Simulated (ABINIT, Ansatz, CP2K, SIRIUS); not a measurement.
## Al: programs and potentials compared

```
Al
1.0
     4.54673    0.00000    0.00000
    -2.27337    3.93758    0.00000
     0.00000    0.00000    2.75393
Al
2
Direct
  0.33314 0.66047 0.49029
  0.66687 0.34561 0.50722
```

This isn't the form of Al at room conditions, which is fcc.

Atoms were shifted at random by some hundredths of an Å from the given cell, which wasn't relaxed again for these runs.

Alike in all runs: task single point; functional PBE; k mesh 7 × 7 × 10; occupations fermi-dirac, width 0.05 eV; no spin polarisation; no spin-orbit coupling. Pressure is positive in compression and, in plane waves, holds the error of the finite cutoff, which Ansatz's Pulay term estimates and takes out.

```csv
program and potentials,plane-wave cutoff (eV),notes,pressure (GPa),largest force (eV/Å),energy over the undisturbed cell (meV/atom)
"CP2K, POTENTIAL_UZH Al GTH-PBE-q3; TZVP-MOLOPT-PBE-GTH basis",-,atomic basis,0.08,0.495,-
"ABINIT, JTH PAW PBE v2.0",408,-,0.03,0.498,9.69
"Ansatz, Ansatz PAW (earlier soft set)",420,Pulay term of +0.02 GPa included,0.07,0.494,9.61
"SIRIUS, PseudoDojo 0.4.1 PBE standard (scalar relativistic)",557,-,-0.03,0.499,9.70
```

Force on atom 1 (Al), eV/Å:

```
                                      program and potentials       x      y       z
CP2K, POTENTIAL_UZH Al GTH-PBE-q3; TZVP-MOLOPT-PBE-GTH basis  -0.280  0.403  -0.058
                                    ABINIT, JTH PAW PBE v2.0  -0.283  0.406  -0.055
                       Ansatz, Ansatz PAW (earlier soft set)  -0.281  0.403  -0.055
 SIRIUS, PseudoDojo 0.4.1 PBE standard (scalar relativistic)  -0.283  0.407  -0.055
```

The pressure spans -0.03 (SIRIUS, PseudoDojo 0.4.1 PBE standard (scalar relativistic)) to 0.08 GPa (CP2K, POTENTIAL_UZH Al GTH-PBE-q3; TZVP-MOLOPT-PBE-GTH basis). Rows in atomic bases carry the error of their basis and grid, which can be large.

The functional is the same throughout but for its coding, so the spread measures potentials, basis and numerics; runs on potential files found faulty are left out.
